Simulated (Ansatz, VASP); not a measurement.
# One calculation of TiO2, two programs

```
CELL_PARAMETERS angstrom
4.59984 0.00000 0.00000
0.00000 4.59984 0.00000
0.00000 0.00000 2.95921
ATOMIC_POSITIONS crystal
Ti 0.00000 0.00000 0.50000
Ti 0.50000 0.50000 0.00000
O 0.30432 0.30432 0.50000
O 0.19568 0.80432 0.00000
O 0.80432 0.19568 0.00000
O 0.69568 0.69568 0.50000
```

Alike in both runs: functional LDA; k mesh 6 × 6 × 9; occupations fermi-dirac, width 0.05 eV; no spin polarisation.

```csv
,VASP,Ansatz
version,VASP 6.6.1,Ansatz 0.2.0
potentials or method,"VASP PAW LDA potentials, release 64 (Ti_sv, O), cutoff 520 eV","all-electron LAPW, scalar-relativistic"
task,single point,band structure
```

Ansatz gave:

| Item | Value |
| --- | --- |
| gap on the k mesh at the Fermi level (eV) | 1.78 |
| least direct gap on the mesh (eV) | 1.78 |
| pressure (GPa) | -8.8 |
| largest component of the traceless stress (GPa) | 2.01 |
| rms of the force components (eV/Å) | 0.060 |

Question: What did VASP give for the same quantities?

Answer: gap on the k mesh at the Fermi level (eV): 1.75; least direct gap on the mesh (eV): 1.75; pressure (GPa): -7.8; largest component of the traceless stress (GPa): 1.78; rms of the force components (eV/Å): 0.046.

Atom by atom the forces differ by 0.014 eV/Å (rms over components). Ansatz ran all-electron here, so the differences hold the error of VASP's frozen core and of both bases.

Caveats: an odd mesh through Γ misses points on the zone boundary, where band edges often lie (VASP). LDA gaps usually lie below the measured ones, often by a third to a half.
